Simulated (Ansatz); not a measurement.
HfO2:

```
Hf O
1.0
     5.11800    0.00000    0.00000
     0.00000    5.18570    0.00000
    -0.85866    0.00000    5.21387
Hf O
4 8
Direct
  0.27550 0.46030 0.70800
  0.72450 0.96030 0.79200
  0.72450 0.53970 0.29200
  0.27550 0.03970 0.20800
  0.07420 0.16840 0.84670
  0.92580 0.66840 0.65330
  0.92580 0.83160 0.15330
  0.07420 0.33160 0.34670
  0.44870 0.74190 0.98010
  0.55130 0.24190 0.51990
  0.55130 0.25810 0.01990
  0.44870 0.75810 0.48010
```

* Program: Ansatz 0.2.0
* Task: single point
* Functional: PBE
* Potentials or basis: all-electron LAPW, scalar-relativistic
* Cutoff: 451 eV (chosen from the basis error)
* Basis error allowed: 0.001 eV/atom
* k mesh: 5 × 5 × 5
* Occupations: fermi-dirac, width 0.05 eV
* Spin: no spin polarisation

On this cell: pressure 5.9 GPa; largest force 0.482 eV/Å; band gap on the k mesh 4.20 eV, indirect (least direct gap 4.26 eV).

The same run follows on a disturbed copy (atoms moved at random, drawn with an rms of 0.05 Å):

```xyz
12
Lattice="5.1180 0.0000 0.0000 0.0000 5.1857 0.0000 -0.8587 0.0000 5.2139" Properties=species:S:1:pos:R:3 pbc="T T T"
Hf    0.8233    2.4205    3.6837
Hf    3.0625    5.0111    4.1353
Hf    3.4673    2.8627    1.5387
Hf    1.2957    0.1812    1.0650
O    -0.3863    0.9019    4.3962
O     4.2027    3.4641    3.3900
O     4.6340    4.3828    0.8184
O     0.0234    1.7049    1.7962
O     1.4864    3.8504    5.1190
O     2.3785    1.2348    2.7072
O     2.7685    1.3180    0.0585
O     1.8476    4.0072    2.5211
```

Problem. What does the disturbed cell give?

Solution. The energy moves by +17.9 meV/atom; pressure 6.1 GPa; largest force 1.758 eV/Å; band gap on the k mesh 3.94 eV, indirect (least direct gap 4.02 eV).

Forces in eV/Å, atoms in the order of the input:
```
Hf  -0.144 -1.138 -0.334
Hf  -0.288  0.199 -0.146
Hf   0.275 -1.124 -0.311
Hf  -0.883  1.505  0.219
O    0.304  0.141 -0.107
O   -0.188  0.324  0.406
O   -0.166 -0.570  0.089
O    0.400  0.271 -0.105
O   -0.247 -0.069  0.047
O   -0.008  0.997 -0.334
O    0.537  0.658  0.463
O    0.409 -1.194  0.112
```

Stress tensor (GPa, compression positive):
```
 5.72  1.08  0.12
 1.08  5.83 -0.97
 0.12 -0.97  6.82
```

Caveats: spin-orbit coupling is left out, which moves the levels of the heavy elements; an odd mesh through Γ misses points on the zone boundary, where band edges often lie.
